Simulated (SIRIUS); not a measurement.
MgB2: changing the choice of potentials or basis

```
Mg B
1.0
     0.00000    2.99364    2.99364
     2.99364    0.00000    2.99364
     2.99364    2.99364    0.00000
Mg B
2 4
Cartesian
  0.0000 0.0000 0.0000
  1.4968 1.4968 1.4968
  2.2452 3.7420 2.2452
  2.2452 2.2452 3.7420
  3.7420 2.2452 2.2452
  3.7420 3.7420 3.7420
```

Measurements of this composition are mostly on another form, of space group No. 191.

Kept alike: task single point; functional PBE; k mesh 8 × 8 × 8; occupations fermi-dirac, width 0.05 eV; no spin polarisation. Program: SIRIUS. Cutoffs run from 557 to 1152 eV. The mesh is that of the run's cell of 6 atoms. No spin-orbit coupling.

```csv
choice of potentials or basis,pressure (GPa)
GBRV 1.5 PBE (ultrasoft),0.14
PseudoDojo 0.4 PBE stringent (scalar relativistic),0.53
PseudoDojo 0.4.1 PBE standard (scalar relativistic),0.53
SG15 1.2 PBE (norm-conserving),0.46
SPMS 1.0 PBE (norm-conserving),0.47
SSSP 1.3.0 PBE efficiency,-0.02
"in-house norm-conserving set, PBE (scalar relativistic)",0.30
```

Pressure is positive in compression; the values hold the error of the finite cutoff, so their zero can differ a little from the energy's minimum. For a metal such a mesh leaves the last digits unconverged.

Question: What does the choice of potentials or basis change here?

Answer: The pressure runs from -0.02 (SSSP 1.3.0 PBE efficiency) to 0.53 GPa (PseudoDojo 0.4 PBE stringent (scalar relativistic); PseudoDojo 0.4.1 PBE standard (scalar relativistic)).
